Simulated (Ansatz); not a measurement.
C under changes of volume

One of the cells (5.672 Å³/atom); the others are scaled copies at fixed shape and fractional positions:

```xyz
2
Lattice="0.0000 1.7834 1.7834 1.7834 0.0000 1.7834 1.7834 1.7834 0.0000" Properties=species:S:1:pos:R:3 pbc="T T T"
C     2.6751    2.6751    2.6751
C     1.7834    1.7834    1.7834
```

This isn't the form of C at room conditions, which is graphite.

| Property | Result |
| --- | --- |
| Program | Ansatz 0.2.0 |
| Functional | r2SCAN |
| Potentials or basis | Ansatz PAW |
| Cutoff | 500 eV (not typed: the program's choice for these potentials) |
| k mesh | 13 × 13 × 13 |
| Occupations | fermi-dirac, width 0.05 eV |
| Spin | no spin polarisation |

| volume (Å³/atom) | energy over the lowest point (meV/atom) | pressure (GPa) | gap on the mesh (eV) |
| --- | --- | --- | --- |
| 5.332 | 25.85 | 28.2 | 4.51 |
| 5.445 | 9.91 | 17.0 | 4.46 |
| 5.558 | ? | ? | ? |
| 5.672 | 0.00 | -2.4 | 4.36 |
| 5.785 | 4.75 | -10.9 | 4.32 |
| 5.899 | 15.19 | -18.5 | 4.27 |
| 6.012 | 30.83 | -25.5 | 4.23 |

**Question.** What does the run at 5.558 Å³/atom give?

**Answer.** Energy over the lowest point 1.51 meV/atom; pressure 6.8 GPa; gap on the mesh 4.41 eV.

Worked out: A Birch-Murnaghan fit of order 3 (a polynomial in V^(-2/3)) to the other rows has its minimum at 5.64 Å³/atom with B0 = V·E''(V) = 451 GPa and B' = 3.7. It gives 1.53 meV/atom at 5.558 Å³/atom, against the run's 1.51, and -dE/dV = 6.9 GPa, against 6.8. A straight line through the other rows of the gap, of slope -2.34 eV per unit of ln V, gives 4.41 eV, against the run's 4.41.

Energies are extrapolated to zero smearing.

Caveats: odd divisions of the mesh miss points on the zone boundary, where band edges often lie, so the gap on the mesh can be too wide; the PAW data sets come from PBE, with cores solved anew for the run's functional, which leaves a small shift of forces and pressure.

A mesh can miss the band edges.
